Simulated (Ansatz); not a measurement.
# GaN in Ansatz: the effect of target pressure

Crystal: GaN.

```
Ga N
1.0
     0.00000    2.25350    2.25350
     2.25350    0.00000    2.25350
     2.25350    2.25350    0.00000
Ga N
1 1
Cartesian
  0.0000 0.0000 0.0000
  1.1268 1.1268 1.1268
```

The cell is a database's computed one.

Alike in all runs:

| Quantity | Value |
| --- | --- |
| Program | Ansatz 0.2.0 |
| Task | relaxation of cell and atoms |
| Functional | PBEsol |
| Potentials or basis | all-electron LAPW, scalar-relativistic |
| Basis error allowed | 0.001 eV/atom |
| k mesh | 10 × 10 × 10 |
| Occupations | fermi-dirac, width 0.05 eV |
| Spin | no spin polarisation |

Each run relaxes the cell or the atoms first.

Q: One run gave: relaxed volume 10.07 Å³/atom; gap on the mesh 2.49 eV. Which target pressure did it use?
A. 5 GPa
B. 10 GPa
C. 20 GPa
D. 30 GPa
E. 0 GPa

A: D.

```tsv
target pressure	relaxed volume (Å³/atom)	gap on the mesh (eV)
0 GPa	11.37	1.72
5 GPa	11.09	1.88
10 GPa	10.84	2.02
20 GPa	10.42	2.28
30 GPa	10.07	2.49
```

A k mesh can miss the band edges.
